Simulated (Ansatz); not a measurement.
**Converging the field response of a CaO (001) film**

Aim: a convergence study of the equivalent conductor thickness of a CaO (001) film, with the cost of each setting.

Method: plane-wave DFT, PBE, Ansatz PAW, in the first sound run; inputs show where later runs differ, in Ansatz 0.2.0.

### 1. The starting structure

The cell holds 10 atoms: 5 Ca and 5 O. Its edges and angles: a = 3.401 Å, b = 3.401 Å, c = 27.620 Å, α = 90.0°, β = 90.0°, γ = 90.0°. It derives from CaO (rocksalt CaO). Vacuum lies along c.

### 2. Single point, setting first choice

The first choice: the default cutoff of 420 eV, a 8×8×1 mesh, 18 Å of vacuum, 0.1 V/Å and a tight threshold. Each later run changes one input against this one; other functionals and files bring their own cutoffs.

File input.yaml:

```yaml
crystal:
  lattice:
    - [3.40118362, 0.0, 0.0]
    - [0.0, 3.40118362, 0.0]
    - [0.0, 0.0, 27.62]
  atoms:
    - { symbol: Ca, position: [0.5, 0.5, 0.3258508327] }
    - { symbol: O, position: [0.0, 0.0, 0.3258508327] }
    - { symbol: Ca, position: [0.0, 0.0, 0.4129254164] }
    - { symbol: O, position: [0.5, 0.5, 0.4129254164] }
    - { symbol: Ca, position: [0.5, 0.5, 0.5] }
    - { symbol: O, position: [0.0, 0.0, 0.5] }
    - { symbol: Ca, position: [0.0, 0.0, 0.5870745836] }
    - { symbol: O, position: [0.5, 0.5, 0.5870745836] }
    - { symbol: Ca, position: [0.5, 0.5, 0.6741491673] }
    - { symbol: O, position: [0.0, 0.0, 0.6741491673] }
kpoints:
  mp_grid: { grid: [8, 8, 1] }
hamiltonian:
  xc: pbe
scf:
  occupations: { method: fixed }
  convergence: { dr2_threshold: 1.0e-10 }
efield:
  axis: 3
  dipole_correction: true
  ramp_position: 0.97
  ramp_width: 0.06
  amplitude: 0.1
output:
  write_potential: true
  write_density: true
  volumetric_format: npy
```

Launch:

```
> ansatz run input.yaml --threads 2 --pin off --max-ram 3072MiB --backend cpu --events-out ev --progress --plain --runs-dir out
```

Numbers of over 12 decimals in the logs are rounded to 6 here.

Output:

```text
Engine: ansatz 0.2.0, aarch64-unknown-linux-gnu
Pseudopotentials: kind: paw
Pseudopotential: Ca, paw, valence charge 10, recommended cutoff 420 eV (normal), Ca.paw.azcp
Pseudopotential: O, paw, valence charge 6, recommended cutoff 420 eV (normal), O.paw.azcp
Functional definition: PBE
  parameter kappa = 0.804
  parameter beta = 0.066725
  exchange = pbe_x(kappa = kappa, mu = beta*pi^2/3)
  correlation = pbe_c(beta = beta)
Crystal: 10 atoms, lattice volume = 319.510 Å³
Basis set: ecut = 420 eV, 6241 PW (Γ)
Bands: 50, of which v1, the nominal top of the filled ones, is band 40 counted from 1 (39 counted from 0)
Symmetry: 8 space group operations
k-points: 15 of 64
Non-local potential: Ca, projectors of the file, l = 0: 3, l = 1: 2, l = 2: 2
Non-local potential: O, projectors of the file, l = 0: 2, l = 1: 2, l = 2: 1
PAW form: soft (Blöchl's): semilocal exchange-correlation on the pseudo side does not see the compensation charge
PAW one-centre angular grid: Ca, 110 points (default); XC on 64 Gauss nodes
PAW one-centre angular grid: O, 110 points (default); XC on 64 Gauss nodes
Initial density: superposition of atomic densities (neutral atoms: chi_scale 0, normalization atom, screened)
Initial wavefunctions: pseudopotential atomic-orbital guess
Functional: x = pbe(κ = 0.804, μ = 0.219515), c = pbe(β = 0.066725)
SCF iter   1: F=—  HF=-11948.154562 eV  |F-HF|=—  |Δ(HF+E_count)|=         —  Δρ=9.62e-2  dr2=3.83e1  ethr=3.10e-3  p=0.085 e·Å  D=4.79e-2 V/Å  ΔV_dip=-1.32 eV  dr2_dipole=1.93e-3  V_vac-E_F(+/−)=13.98/12.77 eV  ⟨swp⟩=8.5  Hψ=3422  notcnv=0  defer=110
efield: sawtooth ramp at fractional position 0.9700 (set: `efield.ramp_position`, or a place that a band, a saddle search or an elastic batch's reference lends), width 0.0600; the density the first Hamiltonian is built on has a dipole p = 0.085 e·Å; the dipole correction subtracts the counter field D = 4.79e-2 V/Å, which shifts the + side's vacuum level by -1.32 eV against the − side's; the planar-averaged density in the ramp window peaks in size at 4.4e-6 e/Å³
preconditioner: auto → Resta (q_TF=auto, 2.166 Å⁻¹)  ε∞=1.9  [insulator: Δε(μ)=6.130 eV  Ē_g=18.407 eV  n_scr=54 (ndim 8)  ℏωp=17.4 eV  f_vac=0.491  ε∞_Penn≈1.9  vacuum switching on, ρ_ref=2.5e-2 e/Å³]
SCF iter   2: F=—  HF=-11939.803232 eV  |F-HF|=—  |Δ(HF+E_count)|=    8.35e0  Δρ=6.95e-2  dr2=9.51e0  ethr=3.10e-3  p=0.059 e·Å  D=3.34e-2 V/Å  ΔV_dip=-0.92 eV  dr2_dipole=4.46e-4  V_vac-E_F(+/−)=6.31/4.70 eV  ⟨swp⟩=4.8  Hψ=1921  notcnv=0  defer=104  κ⁻¹=1.0e0(r=1)
SCF iter   3: F=—  HF=-11937.836497 eV  |F-HF|=—  |Δ(HF+E_count)|=    1.97e0  Δρ=1.43e-2  dr2=9.81e-1  ethr=3.10e-3  p=0.067 e·Å  D=3.81e-2 V/Å  ΔV_dip=-1.05 eV  dr2_dipole=1.95e-4  V_vac-E_F(+/−)=6.92/5.44 eV  ⟨swp⟩=3.5  Hψ=1333  notcnv=0  defer=106  κ⁻¹=6.7e-3(r=2)
SCF iter   4: F=—  HF=-11937.700658 eV  |F-HF|=—  |Δ(HF+E_count)|=   1.36e-1  Δρ=7.33e-3  dr2=1.34e-1  ethr=1.23e-3  p=0.056 e·Å  D=3.15e-2 V/Å  ΔV_dip=-0.87 eV  dr2_dipole=2.26e-4  V_vac-E_F(+/−)=4.62/2.96 eV  ⟨swp⟩=3.5  Hψ=1186  notcnv=0  defer=113  κ⁻¹=2.5e-3(r=3)
SCF iter   5: F=—  HF=-11937.685106 eV  |F-HF|=—  |Δ(HF+E_count)|=   1.56e-2  Δρ=2.40e-3  dr2=1.37e-2  ethr=1.68e-4  p=0.061 e·Å  D=3.48e-2 V/Å  ΔV_dip=-0.96 eV  dr2_dipole=4.75e-6  V_vac-E_F(+/−)=4.82/3.25 eV  ⟨swp⟩=2.3  Hψ=1080  notcnv=0  defer=115  κ⁻¹=5.5e-4(r=4)
SCF iter   6: F=—  HF=-11937.688476 eV  |F-HF|=—  |Δ(HF+E_count)|=   3.37e-3  Δρ=9.43e-4  dr2=3.01e-3  ethr=1.71e-5  p=0.064 e·Å  D=3.61e-2 V/Å  ΔV_dip=-1.00 eV  dr2_dipole=5.70e-6  V_vac-E_F(+/−)=4.82/3.28 eV  ⟨swp⟩=3.3  Hψ=1122  notcnv=0  defer=120  κ⁻¹=3.0e-5(r=5)
SCF iter   7: F=—  HF=-11937.689676 eV  |F-HF|=—  |Δ(HF+E_count)|=   1.20e-3  Δρ=4.49e-4  dr2=9.58e-4  ethr=3.77e-6  p=0.062 e·Å  D=3.52e-2 V/Å  ΔV_dip=-0.97 eV  dr2_dipole=2.93e-6  V_vac-E_F(+/−)=4.71/3.14 eV  ⟨swp⟩=3.7  Hψ=1248  notcnv=0  defer=120  κ⁻¹=3.8e-6(r=6)
SCF iter   8: F=—  HF=-11937.689565 eV  |F-HF|=—  |Δ(HF+E_count)|=   1.11e-4  Δρ=9.25e-5  dr2=1.52e-5  ethr=1.20e-6  p=0.063 e·Å  D=3.56e-2 V/Å  ΔV_dip=-0.98 eV  dr2_dipole=6.60e-9  V_vac-E_F(+/−)=4.76/3.21 eV  ⟨swp⟩=2.3  Hψ=945  notcnv=0  defer=119  κ⁻¹=3.9e-7(r=7)
SCF iter   9: F=—  HF=-11937.689591 eV  |F-HF|=—  |Δ(HF+E_count)|=   2.54e-5  Δρ=3.09e-5  dr2=1.98e-6  ethr=1.91e-8  p=0.063 e·Å  D=3.56e-2 V/Å  ΔV_dip=-0.98 eV  dr2_dipole=1.74e-9  V_vac-E_F(+/−)=4.76/3.21 eV  ⟨swp⟩=2.0  Hψ=1209  notcnv=0  defer=116  κ⁻¹=6.7e-8(r=8)
SCF iter  10: F=—  HF=-11937.689846 eV  |F-HF|=—  |Δ(HF+E_count)|=   2.55e-4  Δρ=1.27e-5  dr2=2.55e-7  ethr=2.48e-9  p=0.063 e·Å  D=3.56e-2 V/Å  ΔV_dip=-0.98 eV  dr2_dipole=5.13e-11  V_vac-E_F(+/−)=4.76/3.21 eV  ⟨swp⟩=2.0  Hψ=1032  notcnv=0  defer=112  κ⁻¹=4.4e-8(r=8)
SCF iter  11: F=—  HF=-11937.689846 eV  |F-HF|=—  |Δ(HF+E_count)|=   3.32e-7  Δρ=3.84e-6  dr2=2.68e-8  ethr=3.18e-10  p=0.063 e·Å  D=3.56e-2 V/Å  ΔV_dip=-0.98 eV  dr2_dipole=5.31e-13  V_vac-E_F(+/−)=4.76/3.21 eV  ⟨swp⟩=2.0  Hψ=1207  notcnv=0  defer=112  κ⁻¹=4.6e-8(r=8)
SCF iter  12: F=—  HF=-11937.689846 eV  |F-HF|=—  |Δ(HF+E_count)|=   2.65e-8  Δρ=1.02e-6  dr2=1.77e-9  ethr=3.35e-11  p=0.063 e·Å  D=3.56e-2 V/Å  ΔV_dip=-0.98 eV  dr2_dipole=6.01e-13  V_vac-E_F(+/−)=4.76/3.21 eV  ⟨swp⟩=2.1  Hψ=1217  notcnv=0  defer=112  κ⁻¹=3.6e-8(r=8)
SCF iter  13: F=—  HF=-11937.689846 eV  |F-HF|=—  |Δ(HF+E_count)|=   2.53e-9  Δρ=3.23e-7  dr2=2.06e-10  ethr=2.22e-12  p=0.063 e·Å  D=3.56e-2 V/Å  ΔV_dip=-0.98 eV  dr2_dipole=7.21e-14  V_vac-E_F(+/−)=4.76/3.21 eV  ⟨swp⟩=2.7  Hψ=1248  notcnv=0  defer=112  κ⁻¹=3.5e-8(r=8)
SCF iter  14: F=-11937.689846 eV  HF=-11937.689846 eV  |F-HF|=2.18e-11  |Δ(HF+E_count)|=  1.40e-10  Δρ=1.60e-7  dr2=5.31e-11  ethr=1.00e-12  p=0.063 e·Å  D=3.56e-2 V/Å  ΔV_dip=-0.98 eV  dr2_dipole=4.86e-14  V_vac-E_F(+/−)=4.76/3.21 eV  ⟨swp⟩=21.3  Hψ=4162  notcnv=0
SCF 1 converged in 14 iterations: F = -11937.689846 eV  dr2 = 5.31e-11
  greatest PAW one-centre occupation: 0.995 electrons in one spin orbital (limit 2), on the Ca atom at site 4 (counted from 0), in its partial waves of l = 0
WARN: The output density's exchange-correlation potential varies sharply where the density is thin. Do not read a vacuum level from v_tot or v_xc, or from such a field of the output density. On a cell that repeats whose density bears no net charge and no dipole along the vacuum's axis use v_es (v_loc + v_h of the components); under efield.dipole_correction with no amplitude use v_es + v_field, which holds any externa [...]
SCF converged after 14 iterations
Stability not checked: this state was not tested for a lower state beside it, because the mixer in use, unlike msr1, does not test its closes by its own steps (another_mixer; see scf.mixing.algorithm and scf.lower_state_search)
Free energy (F): -11937.689846 eV
Harris-Foulkes:  -11937.689846 eV  (|F-HF|=2.18e-11)
Internal energy: -11937.689846 eV  (E = F + TS)
E sigma→0 (E₀):  -11937.689846 eV
Fermi energy:    1.188356 eV
Dipole field:    D = 0.035614 V/Å  (p = 0.062885 e·Å, saw-weighted, corrected)
Work function:   not extracted (applied field tilts the vacuum); planar V_es + V_field profile in the machine report
Levels:          The Fermi level and band energies are counted from a zero that moves with the ramp; work functions are not
--- Per-component energies (eV) ---
  E_band       = -1046.871463
  E_kinetic    = 2275.300458
  E_local      = -79637.073331  (includes V_loc(G=0)·N_el)
  E_nonlocal   = 557.081121
  E_hartree    = 38798.269967
  E_xc         = -1064.571254
  E_vxc        = -1339.131217  (∫ρ·V_xc dr)
  E_paw        = -5080.913958  (= ΣΔE_a)
  E_vpaw       = -499.596381  (= ΣTr[D̂ρ^β])
  E_aug_tail   = 0.012037  (compensation charges beyond the density's cutoff)
  E_efield     = -0.005169  (sawtooth field / dipole correction)
  E_vefield    = -0.004049  (∫n·V_field dr)
  E_ewald      = 32214.210282
  E_smearing   = -0.000000  (= −TS)
  E_closure    = -0.000000  (closes the sum)
  Σ components = -11937.689846   (vs F -11937.689846, Δ=0.00e0)
--- Band table (eV; the first three rows and the last of 15) ---
  k-point 0: bands = [... 36 lower, 0.9608, 0.9608, 1.1884, 1.1884, 3.8428, 4.3643, 4.6946, 5.0304, ... 6 higher]
  k-point 1: bands = [... 36 lower, 0.6755, 0.7969, 0.8671, 1.0268, 4.0433, 4.5691, 5.1157, 5.2420, ... 6 higher]
  k-point 2: bands = [... 36 lower, 0.3390, 0.4380, 0.6010, 0.6723, 4.5955, 5.1169, 5.8437, 6.1432, ... 6 higher]
  k-point 14: bands = [... 36 lower, 0.6022, 0.6022, 0.6216, 0.8917, 4.8765, 4.8765, 5.6966, 5.6966, ... 6 higher]
```

The job ended after 15 s (2 threads of Arm Neoverse V2, shared host; peak memory 0.57 GiB).

Reading the cycles: dr2 is the Hartree energy of the density residual (eV), the measure of convergence; HF is the Harris–Foulkes estimate of the energy, which meets the free energy F at convergence.

This step gave:

| Item | Value |
| --- | --- |
| gap on the k-mesh | 2.654 eV |
| dipole along the normal | 0.06288 e·Å |
| equivalent conductor thickness p/(ε₀AE) | 9.837 Å |

Running mean over 2.405 Å of the planar mean, with the applied field; the ramp of the sawtooth is left out. Table of electron's electrostatic potential energy less the highest filled level by z:

```
z (Å)  electron's electrostatic potential energy less the highest filled level (eV)
    4                                                                          3.52
    5                                                                          3.62
    6                                                                          3.68
    7                                                                          3.28
    8                                                                         -1.55
    9                                                                         -4.06
   10                                                                         -4.17
   11                                                                         -4.18
   12                                                                         -4.19
   13                                                                         -4.18
   14                                                                         -4.16
   15                                                                         -4.12
   16                                                                         -4.07
   17                                                                         -4.01
   18                                                                         -3.95
   19                                                                         -3.54
   20                                                                          1.27
   21                                                                          4.06
   22                                                                          4.32
   23                                                                          4.44
   24                                                                          4.54
```

The dipole corresponds to a conductor 9.837 Å thick.

### 3. Run, box 27.6 Å

Changes to input.yaml since step 2:

```diff
@@ -29,2 +29,4 @@
   amplitude: 0.1
+basis:
+  ecutwfc: "250 eV"
 output:
```

Output:

```text
Warning: basis.ecutwfc = 250 eV is below the records' recommended 420 eV, and the density's cutoff is lower with it unless basis.ecutrho_ratio is high enough to keep the records' density cutoff: compare with a run at a higher cutoff
[...]
k-point 0: bands = [... 36 lower, 0.9425, 0.9425, 1.1740, 1.1740, 3.7908, 4.3166, 4.6978, 4.7790, ... 6 higher]
  k-point 1: bands = [... 36 lower, 0.6287, 0.7767, 0.8318, 1.0120, 3.9947, 4.5266, 4.9905, 5.1560, ... 6 higher]
  k-point 2: bands = [... 36 lower, 0.2850, 0.3975, 0.5600, 0.6349, 4.5537, 5.0822, 5.5938, 6.1558, ... 6 higher]
  k-point 14: bands = [... 36 lower, 0.6014, 0.6080, 0.6080, 0.8943, 4.9142, 4.9142, 5.7369, 5.7369, ... 6 higher]
[key lines of the parts left out:]
SCF converged after 14 iterations
Free energy (F): -11927.728471 eV
Fermi energy:    1.174042 eV
Dipole field:    D = 0.035725 V/Å  (p = 0.063081 e·Å, saw-weighted, corrected)
```

Elapsed: 8.2 s, on 2 threads; peak memory 0.38 GiB.

The dipole corresponds to a conductor 9.867 Å thick, +0.31 % from the first choice, at 0.54 times its CPU time.

### 4. Single point, box 27.6 Å

Changes to input.yaml since step 3:

```diff
@@ -30,3 +30,3 @@
 basis:
-  ecutwfc: "250 eV"
+  ecutwfc: "330 eV"
 output:
```

Output:

```text
[...]
Crystal: 10 atoms, lattice volume = 319.510 Å³
Basis set: ecut = 330 eV, 4273 PW (Γ)
Bands: 50, of which v1, the nominal top of the filled ones, is band 40 counted from 1 (39 counted from 0)
Symmetry: 8 space group operations
k-points: 15 of 64
[...]
k-point 0: bands = [... 36 lower, 0.9671, 0.9671, 1.1943, 1.1943, 3.8369, 4.3600, 4.6972, 4.9654, ... 6 higher]
  k-point 1: bands = [... 36 lower, 0.6759, 0.8037, 0.8682, 1.0330, 4.0375, 4.5649, 5.1181, 5.1765, ... 6 higher]
  k-point 2: bands = [... 36 lower, 0.3402, 0.4421, 0.6021, 0.6760, 4.5903, 5.1131, 5.7779, 6.1444, ... 6 higher]
  k-point 14: bands = [... 36 lower, 0.5975, 0.5975, 0.6205, 0.8882, 4.8792, 4.8792, 5.6988, 5.6988, ... 6 higher]
[key lines of the parts left out:]
SCF converged after 14 iterations
Free energy (F): -11936.810168 eV
Fermi energy:    1.194276 eV
Dipole field:    D = 0.035623 V/Å  (p = 0.062901 e·Å, saw-weighted, corrected)
```

It took 11 s on 2 threads; peak memory 0.47 GiB.

The dipole corresponds to a conductor 9.839 Å thick, +0.03 % from the first choice, at 0.73 times its CPU time.

### 5. Run, box 27.6 Å (run 2)

Changes to input.yaml since step 4:

```diff
@@ -30,3 +30,3 @@
 basis:
-  ecutwfc: "330 eV"
+  ecutwfc: "600 eV"
 output:
```

Output:

```text
[...]
Crystal: 10 atoms, lattice volume = 319.510 Å³
Basis set: ecut = 600 eV, 10695 PW (Γ)
Bands: 50, of which v1, the nominal top of the filled ones, is band 40 counted from 1 (39 counted from 0)
Symmetry: 8 space group operations
k-points: 15 of 64
[...]
k-point 0: bands = [... 36 lower, 0.9610, 0.9610, 1.1886, 1.1886, 3.8440, 4.3652, 4.6947, 5.0441, ... 6 higher]
  k-point 1: bands = [... 36 lower, 0.6757, 0.7972, 0.8673, 1.0270, 4.0445, 4.5700, 5.1159, 5.2559, ... 6 higher]
  k-point 2: bands = [... 36 lower, 0.3393, 0.4382, 0.6014, 0.6725, 4.5966, 5.1178, 5.8576, 6.1434, ... 6 higher]
  k-point 14: bands = [... 36 lower, 0.6019, 0.6019, 0.6218, 0.8916, 4.8766, 4.8766, 5.6967, 5.6967, ... 6 higher]
[key lines of the parts left out:]
SCF converged after 14 iterations
Free energy (F): -11937.717892 eV
Fermi energy:    1.188566 eV
Dipole field:    D = 0.035615 V/Å  (p = 0.062887 e·Å, saw-weighted, corrected)
```

Wall time 28 s (2 threads); peak memory 0.84 GiB.

The dipole corresponds to a conductor 9.837 Å thick, +0.00 % from the first choice, at 1.9 times its CPU time.

### 6. Run, box 27.6 Å (run 3)

Changes to input.yaml since step 5:

```diff
@@ -17,3 +17,3 @@
 kpoints:
-  mp_grid: { grid: [8, 8, 1] }
+  mp_grid: { grid: [1, 1, 1] }
 hamiltonian:
@@ -29,4 +29,2 @@
   amplitude: 0.1
-basis:
-  ecutwfc: "600 eV"
 output:
```

Output:

```text
[...]
Crystal: 10 atoms, lattice volume = 319.510 Å³
Basis set: ecut = 420 eV, 6241 PW (Γ)
Bands: 50, of which v1, the nominal top of the filled ones, is band 40 counted from 1 (39 counted from 0)
Symmetry: 8 space group operations
k-points: 1
[...]
Internal energy: -11919.216273 eV  (E = F + TS)
E sigma→0 (E₀):  -11919.216273 eV
Fermi energy:    1.530451 eV
Dipole field:    D = 0.043650 V/Å  (p = 0.077074 e·Å, saw-weighted, corrected)
Work function:   not extracted (applied field tilts the vacuum); planar V_es + V_field profile in the machine report
[...]
--- Band table (eV) ---
  k-point 0: bands = [... 36 lower, 1.3840, 1.3840, 1.5305, 1.5305, 3.6567, 3.9590, 4.1429, 4.2934, ... 6 higher]
[key lines of the parts left out:]
SCF converged after 15 iterations
Free energy (F): -11919.216273 eV
```

Elapsed: 1.1 s, on 2 threads; peak memory 0.33 GiB.

The dipole corresponds to a conductor 12.056 Å thick, +22.56 % from the first choice, at 0.070 times its CPU time.

### 7. Run, box 27.6 Å (run 4)

Changes to input.yaml since step 6:

```diff
@@ -17,3 +17,3 @@
 kpoints:
-  mp_grid: { grid: [1, 1, 1] }
+  mp_grid: { grid: [2, 2, 1] }
 hamiltonian:
```

Output:

```text
[...]
Crystal: 10 atoms, lattice volume = 319.510 Å³
Basis set: ecut = 420 eV, 6241 PW (Γ)
Bands: 50, of which v1, the nominal top of the filled ones, is band 40 counted from 1 (39 counted from 0)
Symmetry: 8 space group operations
k-points: 3 of 4
[...]
Work function:   not extracted (applied field tilts the vacuum); planar V_es + V_field profile in the machine report
[...]
--- Band table (eV) ---
  k-point 0: bands = [... 36 lower, 1.0651, 1.0651, 1.2810, 1.2810, 3.8538, 4.3580, 4.6715, 5.0439, ... 6 higher]
  k-point 1: bands = [... 36 lower, 0.0856, 0.2389, 0.3095, 0.4590, 6.2551, 6.6507, 6.8700, 7.2451, ... 6 higher]
  k-point 2: bands = [... 36 lower, 0.6776, 0.6776, 0.7112, 0.9708, 4.8451, 4.8451, 5.6708, 5.6708, ... 6 higher]
[key lines of the parts left out:]
SCF converged after 14 iterations
Free energy (F): -11937.016418 eV
Fermi energy:    1.280990 eV
Dipole field:    D = 0.036646 V/Å  (p = 0.064706 e·Å, saw-weighted, corrected)
```

Wall time 2 s (2 threads); peak memory 0.47 GiB; 3.8 s of CPU time.

The dipole corresponds to a conductor 10.122 Å thick, +2.90 % from the first choice, at 0.13 times its CPU time.

### 8. Run, box 27.6 Å (run 5)

Changes to input.yaml since step 7:

```diff
@@ -17,3 +17,3 @@
 kpoints:
-  mp_grid: { grid: [2, 2, 1] }
+  mp_grid: { grid: [4, 4, 1] }
 hamiltonian:
```

Output:

```text
[...]
Crystal: 10 atoms, lattice volume = 319.510 Å³
Basis set: ecut = 420 eV, 6241 PW (Γ)
Bands: 50, of which v1, the nominal top of the filled ones, is band 40 counted from 1 (39 counted from 0)
Symmetry: 8 space group operations
k-points: 6 of 16
[...]
k-point 0: bands = [... 36 lower, 0.9642, 0.9642, 1.1917, 1.1917, 3.8434, 4.3647, 4.6949, 5.0307, ... 6 higher]
  k-point 1: bands = [... 36 lower, 0.3414, 0.4413, 0.6033, 0.6754, 4.5959, 5.1172, 5.8439, 6.1436, ... 6 higher]
  k-point 2: bands = [... 36 lower, -0.0010, 0.1652, 0.2370, 0.3968, 6.2580, 6.6741, 6.8612, 7.2560, ... 6 higher]
  k-point 5: bands = [... 36 lower, 0.6050, 0.6050, 0.6245, 0.8944, 4.8764, 4.8764, 5.6966, 5.6966, ... 6 higher]
[key lines of the parts left out:]
SCF converged after 14 iterations
Free energy (F): -11937.681453 eV
Fermi energy:    1.191731 eV
Dipole field:    D = 0.035623 V/Å  (p = 0.062900 e·Å, saw-weighted, corrected)
```

The job ended after 5.3 s (2 threads; peak memory 0.47 GiB).

The dipole corresponds to a conductor 9.839 Å thick, +0.02 % from the first choice, at 0.34 times its CPU time.

(Part 1 of 3 ends here.)

[Logs are printed without paths, hosts, clocks, repeated set-up lines and the standing remarks that a program may print on its own settings, such as how far it seeks lower states.]

[Hosts, paths, dates, database ids (printed as entryN), source tags and the programs' standing remarks are cut or masked in the printed files.]

[Maps of the electrostatic potential energy from Ansatz leave out the sawtooth potential of an applied field or a dipole correction, so their vacuum need not be flat; planar profiles and work functions include it.]
